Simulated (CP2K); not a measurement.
Zn under changes of volume

One of the cells (15.451 Å³/atom); the others are scaled copies at fixed shape and fractional positions:

```xyz
1
Lattice="2.7177 0.0000 0.0000 -0.9059 2.5622 0.0000 -0.9059 -1.2811 2.2190" Properties=species:S:1:pos:R:3 pbc="T T T"
Zn    0.0000    0.0000    0.0000
```

This isn't the form of Zn at room conditions, which is hcp.

```yaml
Program: CP2K 2026.2
Functional: LDA
Potentials_or_basis: GTH_POTENTIALS Zn GTH-PADE-q12; TZVP-MOLOPT-PBE-GTH basis
Density_cutoff: 6123 eV
k_mesh: 12 × 12 × 12
Occupations: fermi-dirac, width 0.05 eV
Spin: no spin polarisation
```

```csv
volume (Å³/atom),energy over the lowest point (meV/atom),pressure (GPa)
14.524,0.00,-4.3
14.833,?,?
15.142,21.36,-6.8
15.451,35.34,-7.8
15.760,51.22,-8.7
16.069,68.65,-9.4
16.378,87.38,-10.0
```

Question: What does the run at 14.833 Å³/atom give?

Answer: Energy over the lowest point 9.51 meV/atom; pressure -5.6 GPa.

Worked out: A Birch-Murnaghan fit of order 3 (a polynomial in V^(-2/3)) to the other rows has no minimum within the range. It gives 9.44 meV/atom at 14.833 Å³/atom, against the run's 9.51, and -dE/dV = -5.6 GPa, against -5.6.

Energies are extrapolated to zero smearing.

Caveats: the basis of atomic orbitals isn't converged, which shifts pressures, moduli and gaps.
